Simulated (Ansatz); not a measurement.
**CoSi₂ (Fm-3m), symmetry broken, then relaxed**

Theory: DFT PBEsol, scalar-relativistic, plane waves, PAW (Ansatz). Settings: plane waves to 420 eV, k-mesh 10×10×6 (Γ-centred), Gaussian smearing 0.15 eV. No spin polarisation. A magnetic state may lie lower. Energies are free energies at this smearing, counted from the undisturbed cell; pressure is positive in compression.

Zero of the scan (relaxed at this level):

```
Co Si
1.0
     0.00000   -2.65625   -2.65625
     0.00000    2.65625   -2.65625
     5.31251    0.00000    0.00000
Co Si
2 4
Cartesian
  2.6563 0.0000 -2.6563
  0.0000 0.0000 0.0000
  3.9844 1.3281 -1.3281
  1.3281 -1.3281 -1.3281
  1.3281 1.3281 -1.3281
  3.9844 -1.3281 -1.3281
```

The atoms are displaced (Å, in the unstrained cell):

| atom | ux | uy | uz |
| --- | --- | --- | --- |
| Co1 | -0.024 | 0.001 | 0.046 |
| Co2 | -0.009 | -0.010 | -0.021 |
| Si3 | 0.001 | -0.024 | -0.020 |
| Si4 | 0.034 | -0.001 | 0.013 |
| Si5 | -0.005 | 0.020 | -0.020 |
| Si6 | 0.003 | 0.014 | 0.002 |

Cell and atoms are then relaxed.

Problem. Does the relaxation return to the undisturbed structure?

Solution. Yes (up to a choice of domain or origin): same space group and volume, and an energy 0.0 meV/atom from it. The disturbance itself cost 8.1 meV/atom. The final space group reads Fm-3m (tolerance 0.05 Å) and the volume changes by -0.02 %.

Final structure:

```yaml
crystal:
  lattice:
    - [-0.00100, -2.65511, -2.65576]
    - [-0.00107, 2.65601, -2.65667]
    - [5.31297, -0.00007, 0.00207]
  atoms:
    - { symbol: Co, position: [0.49994, 0.49994, 0.49998] }
    - { symbol: Co, position: [0.00004, 0.00003, 0.99999] }
    - { symbol: Si, position: [0.00015, 0.49989, 0.75004] }
    - { symbol: Si, position: [0.50010, 0.99985, 0.25009] }
    - { symbol: Si, position: [0.99986, 0.50017, 0.24994] }
    - { symbol: Si, position: [0.49991, 0.00012, 0.74996] }
```

The relaxation, step by step (energy from the first step; small jumps at an unchanged geometry come where the plane waves are selected anew for the new cell):

| step | ΔE (meV/atom) | largest force component (eV/Å) | pressure (GPa) |
| --- | --- | --- | --- |
| 1 | 0.0 | 0.713 | 0.31 |
| 2 | -4.5 | 0.488 | 0.14 |
| 3 | -8.1 | 0.004 | -0.01 |
| 4 | -8.1 | 0.004 | -0.01 |

Cost: 3 runs of about 8.1 core-minutes in all, on Arm Neoverse V1 (shared hosts).